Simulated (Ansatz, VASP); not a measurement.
## Two plane-wave programs on HfO2

```xyz
12
Lattice="5.0957 0.0000 -0.0019 0.0000 5.1771 0.0000 -0.8784 0.0000 5.1969" Properties=species:S:1:pos:R:3 pbc="T T T"
Hf    0.7902    2.3662    3.6798
Hf    2.9879    4.9547    4.1136
Hf    3.4271    2.8109    1.5152
Hf    1.2294    0.2224    1.0814
O     1.4176    3.8404    5.0921
O     2.3605    1.2519    2.7014
O     2.7996    1.3366    0.1029
O     1.8568    3.9252    2.4936
O     0.0636    1.7464    1.7714
O     4.5929    4.3350    0.8252
O     4.1537    3.4306    3.4236
O    -0.3756    0.8421    4.3698
```

Alike in both runs: functional PBEsol; k mesh 4 × 4 × 4; occupations gaussian, width 0.02 eV; no spin polarisation.

Ansatz relaxed the structure, and its values are those at the end. VASP's run is a single point on that final structure, the one shown.

|  | VASP | Ansatz |
| --- | --- | --- |
| version | VASP 6.6.1 | Ansatz 0.2.0 |
| potentials or method | VASP PAW PBE potentials, release 64 (Hf_pv, O) | scalar-relativistic, plane waves, PAW |
| plane-wave cutoff (eV) | 520 | 420 |
| valence electrons in the cell | 88 | 152 |

```csv
,VASP,Ansatz,Ansatz less VASP
gap on the k mesh at the Fermi level (eV),3.93,3.97,+0.035
least direct gap on the mesh (eV),4.03,4.07,+0.038
pressure (GPa),-3.0,0.0,+3.02
rms of the force components (eV/Å),0.032,0.000,-0.0321
```

The two sets of potentials don't hold the same shells in valence.

Caveats: the PAW data sets were made with another functional, which shifts forces and pressure a little (VASP); spin-orbit coupling is left out, which moves the levels of the heavy elements. A k mesh can miss the band edges. A hybrid or GW would open this gap; PBEsol tends to underestimate it.
